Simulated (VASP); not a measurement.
TiO:

```xyz
2
Lattice="2.7906 0.0000 0.0000 -1.3953 2.4168 0.0000 0.0000 0.0000 2.7969" Properties=species:S:1:pos:R:3 pbc="T T T"
Ti    1.3953    0.8056    0.0000
O     0.0000    0.0000    1.3985
```

The cell comes from a database or a generator and needn't be the stable form of this composition.

Base run:

* Program: VASP 6.6.1
* Functional: PBEsol
* Potentials or basis: VASP PAW PBE potentials, release 64 (Ti_sv, O)
* Cutoff: 700 eV
* k mesh: 18 × 18 × 14
* Occupations: gaussian, width 0.1 eV
* Spin: no spin polarisation

Its results: band gap on the k mesh none (metal or under the smearing width); pressure 0.0 GPa.

The run is repeated on the same cell with these changes: functional from PBEsol to r2SCAN; cutoff from 700 eV to 520 eV; further incar settings from ALGO = Fast; EDIFF = 1e-07 to ALGO = Normal; EDIFF = 1e-07. What comes out?

Band gap on the k mesh none (metal or under the smearing width); pressure 6.5 GPa.

Caveats: the PAW data sets were made with another functional, which shifts forces and pressure a little; semilocal functionals often make such compounds metallic where correlation or magnetic order opens a gap, which also shifts bond lengths.
